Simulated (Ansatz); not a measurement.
# TaN: a vibration from a frozen displacement

Theory: DFT PBEsol, scalar-relativistic, plane waves, PAW (Ansatz 0.2.0). Cutoff 420 eV, Γ-centred 12×12×16 k-points, Gaussian smearing of 0.15 eV. Spin–orbit coupling is left out, which matters for the heavy elements here. No spin polarisation. Energies are free energies at this smearing, counted from the undisturbed cell; pressure is positive in compression.

Reference structure (relaxed at this level; this form isn't the usual structure):

```
CELL_PARAMETERS angstrom
5.20509 0.00000 0.00000
-2.60254 4.50774 0.00000
0.00000 0.00000 2.90359
ATOMIC_POSITIONS crystal
Ta 0.00000 0.00000 0.00000
Ta 0.33333 0.66667 0.50000
Ta 0.66667 0.33333 0.50000
N 0.50000 0.00000 0.00000
N 0.50000 0.50000 0.00000
N 0.00000 0.50000 0.00000
```

Atom 1 (Ta) is moved by x along the Cartesian unit vector (-1.000, 0.000, 0.000); the cell and all other atoms stay fixed. The cell's volume is 68.13 Å³; the moved atoms weigh 180.948 u together and the others 403.917 u.

```csv
x (Å),ΔE (meV/cell),total force on the moved atoms along the move (eV/Å),pressure (GPa)
-0.1000,-8.06,-0.1484,0.3279
-0.0500,-2.14,-0.0837,0.0711
0.0000,0.00,0.0000,-0.0139
0.0750,-4.69,0.1195,0.1777
```

**Question.** What frequency belongs to this motion?

**Answer.** The force constant is k = −dF/dx = -1.642 eV/Å², from the parabola through x = -0.0500, 0 and 0.0750. In every cell the moved atoms swing against the rest, so the mass is μ = m₁m₂/(m₁ + m₂) = 124.965 u, and ν̃ = 521.5 cm⁻¹ × √(|k|/μ) = 60i cm⁻¹. Steps this long are already anharmonic: the energies of the same points give k = -1.684 eV/Å², so the harmonic k is uncertain by that gap or more. The pattern needn't be a normal mode: ν̃² is then a weighted mean of the squared nonzero frequencies at the zone centre of this cell, so it lies between the lowest and the highest of them, and at least one of them is imaginary.

**Question.** Where does the displacement stop?

**Answer.** Not within the scan: the energy still falls at its end, so along this line the minimum lies further out.

In a metal these slopes depend on the k mesh and the smearing.